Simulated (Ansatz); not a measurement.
**Bands of Sb**

```
Sb
1.0
     3.16000    0.00000    0.00000
     0.00000    3.16000    0.00000
     0.00000    0.00000    3.16000
Sb
1
Direct
  0.00000 0.00000 0.00000
```

The cell is COD entry 9013008, as deposited and not checked against the literature; nothing was relaxed.

Computed with DFT, PBE, all-electron LAPW, Dirac equation with spin-orbit coupling in Ansatz 0.2.0.

Sampling and basis: a Γ-centred 13×13×13 k mesh, Fermi–Dirac smearing of 0.05 eV, basis error target 1 meV/atom, no spin polarisation.

Points in fractions of the reciprocal vectors of this cell: Γ (0, 0, 0), X (0, 0.5, 0), M (0.5, 0.5, 0), R (0.5, 0.5, 0.5). The path runs Γ–X–M–Γ–R–X–R–M. Energies are in eV from the Fermi level; (×n) counts levels within 4 meV of each other, which need not be degenerate by symmetry.

**Question.** Is there a gap?

**Answer.** none: bands cross the Fermi level, a metal.

**Question.** List the levels between -14 and 4.5 eV at the symmetry points.

**Answer.** 
Γ: -12.02 (×2), 2.44 (×2), 3.35 (×4)
X: -9.79 (×2), -5.27 (×2), 4.49 (×2)
M: -7.45 (×2), -3.57 (×2), -3.15 (×2), 2.34 (×2)
R: -4.89 (×2), -2.08 (×2), -1.33 (×4)
